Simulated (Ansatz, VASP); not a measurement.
Two plane-wave programs on Zr3S2

The input INCAR:

```
PREC = Accurate
ENCUT = 520
EDIFF = 1E-6
ISMEAR = 0
SIGMA = 0.1
LREAL = False
LASPH = True
NELM = 80
ALGO = Normal
ISIF = 2
LWAVE = False
LCHARG = False
GGA = PE
NBANDS = 59
```

File KPOINTS:

```
Automatic mesh
0
Gamma
  3 3 3
```

POSCAR

```
Zr3S2
1.0
    3.1948589651      1.8445526835      5.8151230904
   -3.1948589651      1.8445526835      5.8151230904
    0.0000000000     -3.6891053671      5.8151230904
Zr S
6 4
Direct
    0.0562500000      0.4437500000      0.7500000000
    0.7500000000      0.0562500000      0.4437500000
    0.4437500000      0.7500000000      0.0562500000
    0.9437500000      0.5562500000      0.2500000000
    0.2500000000      0.9437500000      0.5562500000
    0.5562500000      0.2500000000      0.9437500000
    0.8521800000      0.8521800000      0.8521800000
    0.6478200000      0.6478200000      0.6478200000
    0.1478200000      0.1478200000      0.1478200000
    0.3521800000      0.3521800000      0.3521800000
```

Input for Ansatz:

```yaml
crystal:
  lattice:
    - [3.1948589651, 1.8445526835, 5.8151230904]
    - [-3.1948589651, 1.8445526835, 5.8151230904]
    - [0.0, -3.6891053671, 5.8151230904]
  atoms:
    - { symbol: Zr, position: [0.05625, 0.44375, 0.75] }
    - { symbol: Zr, position: [0.75, 0.05625, 0.44375] }
    - { symbol: Zr, position: [0.44375, 0.75, 0.05625] }
    - { symbol: Zr, position: [0.94375, 0.55625, 0.25] }
    - { symbol: Zr, position: [0.25, 0.94375, 0.55625] }
    - { symbol: Zr, position: [0.55625, 0.25, 0.94375] }
    - { symbol: S, position: [0.85218, 0.85218, 0.85218] }
    - { symbol: S, position: [0.64782, 0.64782, 0.64782] }
    - { symbol: S, position: [0.14782, 0.14782, 0.14782] }
    - { symbol: S, position: [0.35218, 0.35218, 0.35218] }
basis:
  ecutwfc: 420
kpoints:
  mp_grid: { grid: [3, 3, 3] }
hamiltonian:
  xc: pbe
scf:
  occupations: { method: gaussian, width: 0.1 }
  lower_state_search: "off"
output:
  forces: true
  stress: true
  eigenvalues: true
```

Alike in both runs: task single point; functional PBE; k mesh 3 × 3 × 3; occupations gaussian, width 0.1 eV; no spin polarisation.

|  | VASP | Ansatz |
| --- | --- | --- |
| version | VASP 6.6.1 | Ansatz 0.2.0 |
| potentials or method | VASP PAW PBE potentials, release 64 (Zr_sv, S) | scalar-relativistic, plane waves, PAW |
| plane-wave cutoff (eV) | 520 | 420 |
| valence electrons in the cell | 96 | 96 |

VASP gave:

| Property | Result |
| --- | --- |
| gap on the k mesh at the Fermi level (eV) | none |
| pressure (GPa) | -2.9 |
| largest component of the traceless stress (GPa) | 1.34 |
| rms of the force components (eV/Å) | 0.434 |

**Question.** Estimate Ansatz's values.

**Answer.** gap on the k mesh at the Fermi level (eV): none; pressure (GPa): -2.9; largest component of the traceless stress (GPa): 1.34; rms of the force components (eV/Å): 0.432.

Atom by atom the forces differ by 0.002 eV/Å (rms over components). A gap of «none» marks a metal or a gap that the smearing closes.

Caveats: the k mesh is coarse (spacing up to 0.40 Å⁻¹), so the values aren't converged; forces of over 1 eV/Å show positions far from the minimum, so gaps and moduli don't describe the material at rest.
